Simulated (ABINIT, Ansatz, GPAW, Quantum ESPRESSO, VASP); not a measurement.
# One calculation of CdTe, 6 ways

```xyz
2
Lattice="0.0000 3.2050 3.2050 3.2050 0.0000 3.2050 3.2050 3.2050 0.0000" Properties=species:S:1:pos:R:3 pbc="T T T"
Te    4.8075    4.8075    4.8075
Cd    0.0000    0.0000    0.0000
```

Alike in all runs: task single point; functional PBE; k mesh 7 × 7 × 7; occupations fermi-dirac, width 0.05 eV; no spin polarisation; no spin-orbit coupling. Pressure is positive in compression and, in plane waves, holds the error of the finite cutoff, which Ansatz's Pulay term estimates and takes out.

```
                        program and potentials  plane-wave cutoff (eV)                                                                      notes  pressure (GPa)
     Quantum ESPRESSO, SSSP 1.3 efficiency PBE                     816                                     9 valence electrons an atom on average            4.40
Ansatz, all-electron LAPW, scalar-relativistic                       -                                                                          -            4.26
    GPAW, GPAW PAW data sets (gpaw-data 1.2.1)                     600                                     9 valence electrons an atom on average            3.81
                      ABINIT, JTH PAW PBE v2.0                     599                                     9 valence electrons an atom on average            3.43
            VASP, PBE PAW files Cd, Te, 520 eV                     520                                     9 valence electrons an atom on average            4.40
         Ansatz, Ansatz PAW (earlier soft set)                     420  18 valence electrons an atom on average; Pulay term of +0.03 GPa included            4.25
```

The pressure spans 3.43 (ABINIT, JTH PAW PBE v2.0) to 4.40 GPa (VASP, PBE PAW files Cd, Te, 520 eV), with all-electron results at 4.26.

Differences between rows come from potentials, basis sets and numerical settings, since the functional is the same but for its coding. Runs on potential files found faulty are left out.
